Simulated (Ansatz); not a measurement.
**In under changes of volume**

One of the cells (26.458 Å³/atom); the others are scaled copies at fixed shape and fractional positions:

```
In
1.0
     3.36384    0.00000    0.00000
    -1.68192    2.91317    0.00000
     0.00000    0.00000   10.79971
In
4
Direct
  0.66667 0.33333 0.75000
  0.00000 0.00000 0.50000
  0.33333 0.66667 0.25000
  0.00000 0.00000 0.00000
```

This isn't the form of In at room conditions, which is tetragonal.

```yaml
Program: Ansatz 0.2.0
Functional: PBEsol
Potentials_or_basis: all-electron LAPW, scalar-relativistic
Cutoff: 169 eV (chosen from the basis error)
Basis_error_allowed: 0.001 eV/atom
k_mesh: 9 × 9 × 3
Occupations: fermi-dirac, width 0.05 eV
Spin: no spin polarisation
```

| volume (Å³/atom) | energy over the lowest point (meV/atom) | pressure (GPa) |
| --- | --- | --- |
| 24.870 | 2.95 | 1.4 |
| 25.400 | 0.00 | 0.4 |
| 25.929 | 0.22 | -0.5 |
| 26.458 | 3.22 | -1.3 |
| 26.987 | 8.67 | -2.0 |
| 27.516 | ? | ? |
| 28.045 | 25.79 | -3.1 |

Q: What does the run at 27.516 Å³/atom give?

A: Energy over the lowest point 16.28 meV/atom; pressure -2.6 GPa.

Worked out: A Birch-Murnaghan fit of order 3 (a polynomial in V^(-2/3)) to the other rows has its minimum at 25.62 Å³/atom with B0 = V·E''(V) = 44 GPa and B' = 5.1 at fixed shape and positions, which overstates the stiffness. It gives 16.28 meV/atom at 27.516 Å³/atom, against the run's 16.28, and -dE/dV = -2.6 GPa, against -2.6.

Energies are extrapolated to zero smearing.
